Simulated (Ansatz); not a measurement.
**ZnS (F-43m): equation of state**

An exercise on one series of results from a longer session: the logs are not shown, and one member is left open.

Computed with Ansatz 0.2.0 (DFT PBE, scalar-relativistic, plane waves, PAW, unless a step's input says otherwise).

2 further runs of the same task are left out: 1 that didn't finish, 1 set aside as unsound or not needed.

### The starting structure

Symmetry: F-43m, No. 216, cubic system. Conventional cell: a = 5.444 Å, b = 5.444 Å, c = 5.444 Å, α = 90.00°, β = 90.00°, γ = 90.00°. Zn (site symmetry -43m) has 4 S at 2.36 Å as nearest neighbours. Around S (site symmetry -43m) lie 4 Zn at 2.36 Å.

Coordinates:

```
CELL_PARAMETERS angstrom
0.00000 2.72180 2.72180
2.72180 0.00000 2.72180
2.72180 2.72180 0.00000
ATOMIC_POSITIONS crystal
Zn 0.00000 0.00000 0.00000
S 0.75000 0.75000 0.75000
```

An earlier run at PBE left this cell at 20.164 Å³/atom and 0.00 GPa (12×12×12 mesh).

Volume factors to run: 0.980, 1.020, 0.960, 1.040.

The first run:

File input.yaml:

```yaml
crystal:
  lattice:
    - [0.0, 2.7035315214, 2.7035315214]
    - [2.7035315214, 0.0, 2.7035315214]
    - [2.7035315214, 2.7035315214, 0.0]
  atoms:
    - { symbol: Zn, position: [0.0, 0.0, 0.0] }
    - { symbol: S, position: [0.75, 0.75, 0.75] }
basis:
  ecutwfc: 420
  ecutrho_ratio: 4
kpoints:
  mp_grid: { grid: [12, 12, 12] }
hamiltonian:
  xc: pbe
scf:
  occupations: { method: gaussian, width: 0.05 }
output:
  forces: true
  stress: true
  eigenvalues: true
```

Command:

```sh
$ ansatz run input.yaml --threads 2 --pin off --max-ram 2662MiB --backend cpu --events-out ev --progress --plain --runs-dir out
```

Steps of the session up to this table: Scaling the volume by 0.980; At 1.020 of the relaxed volume; Scaling the volume by 0.960; Volume × 1.040.

One of the session's tables, all rows but one given; the rest of the session is left out.

It belongs to the step «Energy and pressure against volume». 

| volume (Å³/atom) | energy (meV/atom) | pressure (GPa) | gap (eV) |
| --- | --- | --- | --- |
| 19.357 | 7.53 | 3.11 | 2.19 |
| 19.760 | ? | ? | ? |
| 20.164 | 0.00 | 0.00 | 2.01 |
| 20.567 | 1.69 | -1.32 | 1.93 |
| 20.970 | 6.52 | -2.50 | 1.85 |

Estimate the missing values for volume (Å³/atom) = 19.760.

Worked estimate for «energy (meV/atom)». A straight line through the neighbours (19.357, 7.53) and (20.164, 0.00) gives 7.53 + (0.00 − 7.53) × (19.760 − 19.357) / (20.164 − 19.357) = 3.77; a parabola fitted to 3 rows on both sides gives 1.95.

As computed: energy (meV/atom): 1.82; pressure (GPa): 1.47; gap (eV): 2.10. In «energy (meV/atom)» the line misses by +1.95 and the parabola by +0.13.
